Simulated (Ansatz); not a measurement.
# Si: LAPW beside PAW

Aim: solve Si at one geometry with full-potential LAPW, frozen-core PAW and datasets made for this crystal, and see where they agree. The cell is first relaxed from a guess with PAW; it needn't be the stable phase of this composition.

This is Si in the simple cubic structure; at room conditions it is diamond.

Program: Ansatz 0.2.0. Level of theory: DFT PBE, scalar-relativistic. These are calculated values, not measurements.

1 further run of the same task is left out (it didn't finish).

## Step 1: The starting structure

It takes space group Pm-3m (No. 221, cubic). Conventional cell: a = 2.391 Å, b = 2.391 Å, c = 2.391 Å, α = 90.00°, β = 90.00°, γ = 90.00°. Around Si (site symmetry m-3m) lie 6 Si at 2.39 Å.

Structure file:

```
Si
1.0
     2.39121    0.00000    0.00000
     0.00000    2.39121    0.00000
     0.00000    0.00000    2.39121
Si
1
Direct
  0.00000 0.00000 0.00000
```

## Step 2: Cell and atoms relaxed first

input.yaml reads:

```yaml
crystal:
  lattice:
    - [2.391212326, 0.0, 0.0]
    - [0.0, 2.391212326, 0.0]
    - [0.0, 0.0, 2.391212326]
  atoms:
    - { symbol: Si, position: [0.0, 0.0, 0.0] }
kpoints:
  mp_grid: { grid: [14, 14, 14] }
scf:
  occupations: { method: fermi_dirac, width: 0.03 }
hamiltonian:
  xc: pbe
  pseudopotentials: { kind: paw }
output:
  forces: true
  stress: true
relax:
  f_tol: 0.005
  max_steps: 80
  cell: {}
```

Run with:

```
$ ansatz run input.yaml --threads 1 --pin off --max-ram 2048MiB --backend cpu --events-out ev --progress --plain --runs-dir out
```

The runs that follow: Full-potential LAPW; Frozen-core PAW; Datasets made for this crystal.

**Question.** What will these runs give? Wanted: pressure; gap; highest ELF.

The runs gave:

```
         quantity                                           value
         pressure  LAPW 0.00, PAW 0.00, crystal datasets 0.00 GPa
       gap (LAPW)                                            none
highest ELF (PAW)                            0.83, 0.97 Å from Si
```

**Reading.** The pressure is within half a GPa of zero, so the volume is close to equilibrium at this level. There is no gap at this level; the crystal is a metal here. Si 3p carries the largest share, 80 %, of the projected states within 0.3 eV of the Fermi level. The projection holds only the free atom's occupied shells (Si 3s, Si 3p in this range). PAW lies less than 0.01 GPa from LAPW in pressure.
